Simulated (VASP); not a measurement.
# W2C (P-3m1) in VASP: settings compared

The runs below take W2C through single point, atomic charges, with LDA, PBE+TS-HI, RPBE+D3, r2SCAN.

Everything below comes from runs of VASP 6.6.1. Logs are shortened: lines on timing, memory, paths and dates and some standing lists are left out, and cuts for length are marked.

## 1. Starting point

Symmetry: P-3m1, No. 164, trigonal system. The conventional cell has a = 3.070 Å, b = 3.070 Å, c = 4.678 Å, α = 90.00°, β = 90.00°, γ = 120.00°. W (site symmetry 3m) has 3 C at 2.13 Å as nearest neighbours. Around C (site symmetry -3m) lie 6 W at 2.13 Å.

The cell comes from a database or a generator and needn't be the stable form of this composition.

## 2. Single point, LDA

The input, INCAR:

```
SYSTEM = W2C
  PREC = Accurate
  ENCUT = 520
  EDIFF = 1E-7
  ISMEAR = 0
  SIGMA = 0.02
  LREAL = .False.
  LASPH = .True.
  NELM = 80
  ALGO = Fast
  ISIF = 2
  LWAVE = .False.
  LCHARG = .False.
  GGA = CA
```

The input, KPOINTS:

```
Automatic mesh
0
Gamma
  10 10 6
  0 0 0
```

The input, POSCAR:

```
W2C
3.07
    1.000014867101      0.000000000000      0.000000000000
   -0.500007433550      0.866038279055      0.000000000000
    0.000000000000      0.000000000000      1.523917915309
W C
2 1
Direct
    0.6666666667      0.3333333333      0.2536690000
    0.3333333333      0.6666666667      0.7463310000
    0.0000000000      0.0000000000      0.0000000000
```

Potentials or basis: VASP PAW LDA potentials, release 64 (W_sv, C).

Started as:

```sh
$ cat potpaw_LDA.64/W_sv/POTCAR potpaw_LDA.64/C/POTCAR > POTCAR
$ mpirun -np 1 vasp_std > vasp.out
```

OUTCAR:

```text
SYSTEM = W2C
   PREC = Accurate
   ENCUT = 520
   EDIFF = 1E-7
   ISMEAR = 0
   LREAL = .False.
   LASPH = .True.
   NELM = 80
   ISIF = 2
   GGA = CA

 ion  position               nearest neighbor table
   1  0.667  0.333  0.254-   3 2.13   3 2.13   3 2.13   2 2.91   2 2.91   2 2.91   2 2.96   2 2.96
                             2 2.96
   2  0.333  0.667  0.746-   3 2.13   3 2.13   3 2.13   1 2.91   1 2.91   1 2.91   1 2.96   1 2.96
                             1 2.96
   3  0.000  0.000  0.000-   1 2.13   2 2.13   2 2.13   1 2.13   1 2.13   2 2.13

  LATTYP: Found a hexagonal cell.
 ALAT       =     3.0700456420
 C/A-ratio  =     1.5238952594

  Lattice vectors:

 A1 = (   3.0700456420,   0.0000000000,   0.0000000000)
 A2 = (  -1.5350228210,   2.6587375167,   0.0000000000)
 A3 = (   0.0000000000,   0.0000000000,   4.6784280000)

Analysis of symmetry for initial positions (statically):
=====================================================================
 Subroutine PRICEL returns:
 Original cell was already a primitive cell.

 Routine SETGRP: Setting up the symmetry group for a
 hexagonal supercell.

 Subroutine GETGRP returns: Found 12 space group operations
 (whereof 12 operations were pure point group operations)
 out of a pool of 24 trial point group operations.

The static configuration has the point symmetry D_3d.

Analysis of symmetry for dynamics (positions and initial velocities):
=====================================================================
 Subroutine PRICEL returns:
 Original cell was already a primitive cell.

 Routine SETGRP: Setting up the symmetry group for a
 hexagonal supercell.

 Subroutine GETGRP returns: Found 12 space group operations
 (whereof 12 operations were pure point group operations)
 out of a pool of 24 trial point group operations.

The dynamic configuration has the point symmetry D_3d.

 Subroutine INISYM returns: Found 12 space group operations
 (whereof 12 operations are pure point group operations),
 and found     1 'primitive' translations

----------------------------------------------------------------------------------------

                                     Primitive cell

  volume of cell :      38.1874

  direct lattice vectors                    reciprocal lattice vectors
     3.070045642  0.000000000  0.000000000     0.325728056  0.188059181  0.000000000
    -1.535022821  2.658737517  0.000000000     0.000000000  0.376118362  0.000000000
     0.000000000  0.000000000  4.678428000     0.000000000  0.000000000  0.213747011

  length of vectors
     3.070045642  3.070045642  4.678428000     0.376118362  0.376118362  0.213747011

  position of ions in fractional coordinates (direct lattice)
     0.666666667  0.333333333  0.253669000
     0.333333333  0.666666667  0.746331000
     0.000000000  0.000000000  0.000000000

  ion indices of the primitive-cell ions
   primitive index   ion index
                 1           1
                 2           2
                 3           3

----------------------------------------------------------------------------------------

 KPOINTS: Automatic mesh

Automatic generation of k-mesh.
 Grid dimensions read from file:
 generate k-points for:   10   10    6

 Generating k-lattice:

  Cartesian coordinates                     Fractional coordinates (reciprocal lattice)
     0.032572806  0.018805918  0.000000000     0.100000000  0.000000000  0.000000000
     0.000000000  0.037611836  0.000000000     0.000000000  0.100000000  0.000000000
     0.000000000  0.000000000  0.035624502     0.000000000  0.000000000  0.166666667

  Length of vectors
     0.037611836  0.037611836  0.035624502

  Shift w.r.t. Gamma in fractional coordinates (k-lattice)
     0.000000000  0.000000000  0.000000000

 Subroutine IBZKPT returns following result:
 ===========================================

 Found     72 irreducible k-points:

 Following reciprocal coordinates:
            Coordinates               Weight
  0.000000  0.000000  0.000000      1.000000
  0.100000 -0.000000  0.000000      6.000000
  0.200000 -0.000000  0.000000      6.000000
  0.300000 -0.000000  0.000000      6.000000
  0.400000 -0.000000  0.000000      6.000000
  0.500000 -0.000000  0.000000      3.000000
[... 16 lines left out ...]
  0.000000  0.400000  0.166667      6.000000
  0.500000 -0.000000  0.166667      6.000000
 [... further k-points ...]
   k-points           NKPTS =     72   k-points in BZ     NKDIM =     72   number of bands    NBANDS=     20
   number of dos      NEDOS =    301   number of ions     NIONS =      3
   total plane-waves  NPLWV =  20736
   dimension x,y,z NGX =    24 NGY =   24 NGZ =   36
   dimension x,y,z NGXF=    48 NGYF=   48 NGZF=   72
   ions per type =               2   1
   NGX,Y,Z   is equivalent  to a cutoff of  13.00, 13.00, 12.79 a.u.
   NGXF,Y,Z  is equivalent  to a cutoff of  25.99, 25.99, 25.58 a.u.
 SYSTEM =  W2C
   PREC   = accura    normal or accurate (medium, high low for compatibility)
   ISTART =      0    job   : 0-new  1-cont  2-samecut
   ICHARG =      2    charge: 1-file 2-atom 10-const
   ISPIN  =      1    spin polarized calculation?
   LNONCOLLINEAR =      F non collinear calculations
   LSORBIT =      F    spin-orbit coupling
   LASPH  =      T    aspherical Exc in radial PAW
   ENCUT  =  520.0 eV  38.22 Ry    6.18 a.u.   5.71  5.71  8.70*2*pi/ulx,y,z
   NELM   =     80;   NELMIN=  2; NELMDL= -5     # of ELM steps
   EDIFF  = 0.1E-06   stopping-criterion for ELM
   LREAL  =      F    real-space projection
   EDIFFG = 0.1E-05   stopping-criterion for IOM
   NSW    =      0    number of steps for IOM
   IBRION =     -1    ionic relax: 0-MD 1-quasi-New 2-CG
   NFREE  =      0    steps in history (QN), initial steepest desc. (CG)
   ISIF   =      2    stress and relaxation
   ISYM   =      2    0-nonsym 1-usesym 2-fastsym
   POTIM  = 0.5000    time-step for ionic-motion
   TEBEG  =    0.0;   TEEND  =   0.0 temperature during run
   PSTRESS=    0.0 pullay stress
   NELECT =      32.0000    total number of electrons
   NUPDOWN=      -1.0000    fix difference up-down
   EMIN   =  10.00;   EMAX   =-10.00  energy-range for DOS
   EFERMI =   0.00;   METHOD = LEGACY
   ISMEAR =     0;   SIGMA  =   0.02  broadening in eV -4-tet -1-fermi 0-gaus
   EFERMI_NEDOS =   21; number of points for ismear=-14 and -15
   IALGO  =     68    algorithm
   IMIX   =      4    mixing-type and parameters
     AMIX     =   0.40;   BMIX     =  1.00
     AMIX_MAG =   1.60;   BMIX_MAG =  1.00
  volume/ion in A,a.u.               =      12.73        85.90
  Fermi-wavevector in a.u.,A,eV,Ry     =   1.543422  2.916645 32.411147  2.382152
  Thomas-Fermi vector in A             =   2.649087
   LORBIT       =      0    0 simple, 1 ext, 2 COOP (PROOUT), +10 PAW based schemes
   GGA     = CA    functional components
   LHFCALC =     F    Hartree Fock is set to
   AEXX    =    0.0000 exact exchange contribution
   IVDW    =     0    specifies the selected vdW correction
   LEPSILON=     F    determine dielectric tensor
   LRPA    =     F    only Hartree local field effects (RPA)
 non-spin polarized calculation
 RMM-DIIS sequential band-by-band and
 Gauss-broadening in eV      SIGMA  =   0.02
  energy-cutoff  :      520.00
  volume of cell :       38.19
 maximum number of plane-waves:      1046
 NGX is ok and might be reduce to    24
   NGX = 11   NGY = 11   NGZ = 17

 number of electron      32.0000002 magnetization

 Free energy of the ion-electron system (eV)
  ---------------------------------------------------
  ext. energy  EPLUGINS =         0.00000000
  ---------------------------------------------------
  free energy    TOTEN  =       -38.29874577 eV

  energy without entropy =      -38.29813939  energy(sigma->0) =      -38.29844258

 E-fermi :  11.3441     XC(G=0): -13.6375

 val. band max:       11.3259748128   @ k =   0.1000   0.1000   0.1667
 cond. band min:      11.3569799756   @ k =   0.5000  -0.0000   0.3333
 fundamental gap:      0.0310051628
 Fermi energy:        11.3441467503

 k-point     1 :       0.0000    0.0000    0.0000
  band No.  band energies     occupation
      1     -62.9683      2.00000
      2     -62.8903      2.00000
      3     -27.9038      2.00000
      4     -27.2869      2.00000
      5     -27.2869      2.00000
      6     -27.1496      2.00000
[... 12 lines left out ...]
     19      11.9178      0.00000
     20      12.9540      0.00000

 k-point     2 :       0.1000   -0.0000    0.0000
  band No.  band energies     occupation
      1     -62.9639      2.00000
      2     -62.8892      2.00000
      3     -27.8783      2.00000
      4     -27.3347      2.00000
      5     -27.3054      2.00000
      6     -27.1969      2.00000
[... 12 lines left out ...]
     19      12.3971      0.00000
     20      12.4170      0.00000

 k-point     3 :       0.2000   -0.0000    0.0000
  band No.  band energies     occupation
      1     -62.9519      2.00000
      2     -62.8869      2.00000
      3     -27.8066      2.00000
      4     -27.4596      2.00000
      5     -27.3508      2.00000
      6     -27.3173      2.00000
[... 12 lines left out ...]
     19      13.2727      0.00000
     20      13.2886      0.00000

 k-point     4 :       0.3000   -0.0000    0.0000
  band No.  band energies     occupation
      1     -62.9358      2.00000
      2     -62.8853      2.00000
      3     -27.7043      2.00000
      4     -27.6118      2.00000
      5     -27.4599      2.00000
      6     -27.4030      2.00000
[... 429 lines left out ...]
 k-point    23 :       0.0000    0.4000    0.1667
  band No.  band energies     occupation
      1     -62.9183      2.00000
      2     -62.8884      2.00000
      3     -27.7799      2.00000
      4     -27.6404      2.00000
      5     -27.4976      2.00000
      6     -27.4286      2.00000
[... 12 lines left out ...]
     19      13.7448      0.00000
     20      13.7509      0.00000

 k-point    24 :       0.5000   -0.0000    0.1667
  band No.  band energies     occupation
      1     -62.9119      2.00000
      2     -62.8894      2.00000
      3     -27.8269      2.00000
      4     -27.6667      2.00000
      5     -27.4609      2.00000
      6     -27.4416      2.00000
[... 12 lines left out ...]
     19      14.1587      0.00000
     20      14.3315      0.00000

 [... further k-points ...]

------------------------ aborting loop because EDIFF is reached ----------------------------------------

  FORCE on cell =-STRESS in cart. coord.  units (eV):
  Direction    XX          YY          ZZ          XY          YZ          ZX
  --------------------------------------------------------------------------------------
  -------------------------------------------------------------------------------------
  Total       -3.2656709     -3.2656709     -3.1388856     -0.0000000     -0.0000000      0.0000000
  in kB     -137.0133079   -137.0133079   -131.6939510     -0.0000000     -0.0000000      0.0000000
  external PRESSURE =    -135.2401889 kB  Pullay stress =       0.0000000 kB

 VOLUME and BASIS-vectors are now :
 -----------------------------------------------------------------------------
  energy-cutoff  :      520.00
  volume of cell :       38.19
      direct lattice vectors                 reciprocal lattice vectors
     3.070045642  0.000000000  0.000000000     0.325728056  0.188059181  0.000000000
    -1.535022821  2.658737517  0.000000000     0.000000000  0.376118362  0.000000000
     0.000000000  0.000000000  4.678428000     0.000000000  0.000000000  0.213747011

 POSITION                                       TOTAL-FORCE (eV/Angst)
 -----------------------------------------------------------------------------------
      1.53502      0.88625      1.18677        -0.000000      0.000000     -0.219069
     -0.00000      1.77249      3.49166         0.000000      0.000000      0.219069
      0.00000      0.00000      0.00000         0.000000      0.000000      0.000000
 -----------------------------------------------------------------------------------
    total drift:                                0.000000     -0.000000     -0.000000

  FREE ENERGIE OF THE ION-ELECTRON SYSTEM (eV)
  ---------------------------------------------------
  free  energy   TOTEN  =       -38.2987457709 eV

  energy  without entropy=      -38.2981393923  energy(sigma->0) =      -38.29844258
```

Wall time 42 s (1 thread of AMD EPYC 9R45 (Zen 5), shared host); peak memory 0.14 GiB.

What came out:

| Quantity | Value |
| --- | --- |
| Free energy | -38.2987 eV |
| Pressure | -13.5 GPa |
| Largest force | 0.219 eV/Å |
| Band gap on the k mesh | none (metal or under the smearing width) |

Forces on the atoms (eV/Å):
```
W    0.000  0.000 -0.219
W    0.000  0.000  0.219
C    0.000  0.000  0.000
```

Stress tensor (GPa, compression positive):
```
-13.70   0.00   0.00
  0.00 -13.70   0.00
  0.00   0.00 -13.17
```

Levels at points of the mesh, in eV from the Fermi level:
```
           k point  band 12  band 13  band 14  band 15  band 16  band 17  band 18  band 19  band 20
(0.00, 0.00, 0.00)    -5.35    -3.77    -1.45    -1.32    -1.32    -1.05    -1.05     0.57     1.61
(0.50, 0.00, 0.00)    -5.67    -5.37    -3.31    -1.67     1.40     2.28     2.60     3.04     3.49
(0.00, 0.00, 0.50)    -5.67    -3.19    -2.71    -2.27    -2.27     1.06     1.07     1.65     3.00
(0.50, 0.00, 0.50)    -5.20    -4.04    -2.50    -2.34    -0.45     0.31     2.03     2.59     2.85
```

## 3. Single point, LDA

The input, run.py:

```python
from ase.calculators.vasp import Vasp
from ase.dft.bandgap import bandgap
from ase.spacegroup import crystal

atoms = crystal(
    ['W', 'C'],
    basis=[[0.6666666667, 0.3333333333, 0.253669], [0.0, 0.0, 0.0]],
    spacegroup=164,
    setting=1,
    cellpar=[3.07004564, 3.07004564, 4.678428, 90.0, 90.0, 120.0],
    primitive_cell=True,
)
calc = Vasp(
    directory='calc',
    xc='lda',
    pp='LDA',
    setups='materialsproject',
    prec='Accurate',
    encut=520,
    ediff=1e-06,
    ismear=0,
    sigma=0.02,
    lreal=False,
    lasph=True,
    nelm=100,
    algo='Normal',
    isif=2,
    lwave=False,
    lcharg=True,
    lelf=True,
    lvhar=True,
    kpts=[10, 10, 6],
    gamma=True,
)
atoms.calc = calc

print('energy (eV):', atoms.get_potential_energy())
print('free energy (eV):', atoms.get_potential_energy(force_consistent=True))
print('forces (eV/A):')
print(atoms.get_forces())
print('stress (eV/A^3, Voigt):', atoms.get_stress())
print('Fermi level (eV):', calc.get_fermi_level())
gap, top, bottom = bandgap(calc)
print('band gap (eV):', gap, 'from (spin, k, band)', top, 'to', bottom)
```

Potentials or basis: VASP PAW LDA potentials, release 64 (W_sv, C).

Started as:

```sh
$ python run.py
```

Output:

```text
energy (eV): -38.29844261
free energy (eV): -38.29874594
forces (eV/A):
[[ 0.          0.         -0.21970414]
 [-0.         -0.          0.21970414]
 [-0.          0.          0.        ]]
stress (eV/A^3, Voigt): [ 0.08565448  0.08565448  0.0823417  -0.          0.          0.        ]
Fermi level (eV): 11.3442891
band gap (eV): 0.0 from (spin, k, band) (None, None, None) to (None, None, None)
```

OUTCAR:

```text
ENCUT = 520.000000
   EDIFF = 1.00e-06
   PREC = Accurate
   ISIF = 2
   ISMEAR = 0
   NELM = 100
   LASPH = .TRUE.
   LREAL = .FALSE.

 ion  position               nearest neighbor table
   1  0.667  0.333  0.254-   3 2.13   3 2.13   3 2.13   2 2.91   2 2.91   2 2.91   2 2.96   2 2.96
                             2 2.96
   2  0.333  0.667  0.746-   3 2.13   3 2.13   3 2.13   1 2.91   1 2.91   1 2.91   1 2.96   1 2.96
[... 760 lines left out ...]
  external PRESSURE =    -135.4643855 kB  Pullay stress =       0.0000000 kB

 VOLUME and BASIS-vectors are now :
 -----------------------------------------------------------------------------
  energy-cutoff  :      520.00
  volume of cell :       38.19
      direct lattice vectors                 reciprocal lattice vectors
     3.070045640  0.000000000  0.000000000     0.325728057  0.188059181  0.000000000
    -1.535022820  2.658737515  0.000000000     0.000000000  0.376118362  0.000000000
     0.000000000  0.000000000  4.678428000     0.000000000  0.000000000  0.213747011

 POSITION                                       TOTAL-FORCE (eV/Angst)
 -----------------------------------------------------------------------------------
      1.53502      0.88625      1.18677         0.000000      0.000000     -0.219704
     -0.00000      1.77249      3.49166        -0.000000     -0.000000      0.219704
      0.00000      0.00000      0.00000        -0.000000      0.000000      0.000000
 -----------------------------------------------------------------------------------
    total drift:                                0.000000     -0.000000     -0.000000

  FREE ENERGIE OF THE ION-ELECTRON SYSTEM (eV)
  ---------------------------------------------------
  free  energy   TOTEN  =       -38.2987459375 eV

  energy  without entropy=      -38.2981392910  energy(sigma->0) =      -38.29844261
```

INCAR:

```text
ENCUT = 520.000000
SIGMA = 0.020000
EDIFF = 1.00e-06
ALGO = Normal
PREC = Accurate
ISIF = 2
ISMEAR = 0
NELM = 100
LASPH = .TRUE.
LCHARG = .TRUE.
LELF = .TRUE.
LVHAR = .TRUE.
LWAVE = .FALSE.
LREAL = .FALSE.
```

It took 30 s on 1 thread of AMD EPYC 9R45 (Zen 5), shared host; peak memory 0.14 GiB.

What came out:

```yaml
Free_energy: -38.2987 eV
Pressure: -13.5 GPa
Largest_force: 0.220 eV/Å
Band_gap_on_the_k_mesh: none (metal or under the smearing width)
```

Forces on the atoms (eV/Å):
```
W    0.000  0.000 -0.220
W    0.000  0.000  0.220
C    0.000  0.000  0.000
```

Spin-orbit coupling is left out, which matters for the levels of W.

(Part 1 of 2 ends here.)
